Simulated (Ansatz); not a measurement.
# K (fcc type): the cost of one run

Method: DFT, PBE, PAW with Ansatz's default frozen-core files, scalar-relativistic, in Ansatz 0.2.0.

### 1 Starting point

Symmetry: Fm-3m, No. 225, cubic system. Conventional cell: a = 6.657 Å, b = 6.657 Å, c = 6.657 Å, α = 90.00°, β = 90.00°, γ = 90.00°.

As a file:

```
K
1.0
     0.00000    3.32834    3.32834
     3.32834    0.00000    3.32834
     3.32834    3.32834    0.00000
K
1
Direct
  0.00000 0.00000 0.00000
```

### 2 Cell relaxed at zero pressure, PAW

File input.yaml:

```yaml
crystal:
  lattice:
    - [0.0, 3.3283447602, 3.3283447602]
    - [3.3283447602, 0.0, 3.3283447602]
    - [3.3283447602, 3.3283447602, 0.0]
  atoms:
    - { symbol: K, position: [0.0, 0.0, 0.0] }
kpoints:
  mp_grid: { grid: [10, 10, 10] }
scf:
  occupations: { method: fermi_dirac, width: 0.08 }
hamiltonian:
  xc: pbe
  pseudopotentials: { kind: paw }
output:
  forces: true
  stress: true
  write_density: true
  write_potential: true
  elf: true
  volumetric_format: npy
relax:
  f_tol: 0.005
  max_steps: 40
  cell: {}
```

Command:

```
$ ansatz run input.yaml --threads 1 --pin off --max-ram 3584MiB --backend cpu --events-out ev --progress --plain --runs-dir out
```

**Question.** How long does this run take on 1 thread of Arm Neoverse V2, shared host, and how much memory does it need?

About 3.4 s, with a peak of 0.32 GiB.
